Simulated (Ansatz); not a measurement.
The system is Hf.

```
Hf
1.0
     0.11927    2.34305    1.99282
     2.32109    0.12480    1.98729
     2.44975    2.46619   -0.00387
Hf
1
Direct
  0.00000 0.00000 0.00000
```

This isn't the form of Hf at room conditions, which is hcp.

The cell isn't the ideal one: cell sheared at random, sigma 0.06, atoms nudged by 0.01 Å.

| Quantity | Value |
| --- | --- |
| Program | Ansatz 0.2.0 |
| Task | relaxation of cell and atoms |
| Functional | PBE |
| Dispersion | D3(BJ)-ATM |
| Potentials or basis | Ansatz PAW |
| Cutoff | 420 eV (not typed: the program's choice for these potentials) |
| k mesh | 11 × 11 × 10 |
| Occupations | fermi-dirac, width 0.05 eV |
| Spin | no spin polarisation |

At the start: volume 21.64 Å³/atom.

**Question.** Where does the relaxation end?

**Answer.** It ends after 10 steps and the volume is 21.90 Å³/atom (+1.2 %); space group Fm-3m (No. 225, to 0.05 Å).

The path:
| step | energy change (eV) | largest force (eV/Å) | volume (Å³) |
| --- | --- | --- | --- |
| 1 | 0.0000 | 0.0000 | 21.64 |
| 2 | -0.0131 | 0.0000 | 21.96 |
| 3 | -0.0406 | 0.0000 | 21.59 |
| 4 | -0.0536 | 0.0000 | 22.20 |
| 5 | -0.0589 | 0.0000 | 21.99 |
| 6 | -0.0592 | 0.0000 | 21.90 |
| 7 | -0.0592 | 0.0000 | 21.90 |
| 8 | -0.0597 | 0.0000 | 21.90 |
| 9 | -0.0597 | 0.0000 | 21.90 |
| 10 | -0.0597 | 0.0000 | 21.90 |

Final structure:
```cif
data_structure
_symmetry_space_group_name_H-M 'P 1'
_symmetry_Int_Tables_number 1
_cell_length_a 3.1412
_cell_length_b 3.1413
_cell_length_c 3.1482
_cell_angle_alpha 59.823
_cell_angle_beta 59.824
_cell_angle_gamma 59.978
_cell_volume 21.90
loop_
_atom_site_label
_atom_site_type_symbol
_atom_site_fract_x
_atom_site_fract_y
_atom_site_fract_z
_atom_site_occupancy
Hf1 Hf 0.00000 0.00000 0.00000 1
```

Caveat: the plane-wave basis is chosen anew once the cell has moved, so the energies of steps on either side of that aren't comparable; pairwise dispersion overbinds metals, which lowers pressure and volume.
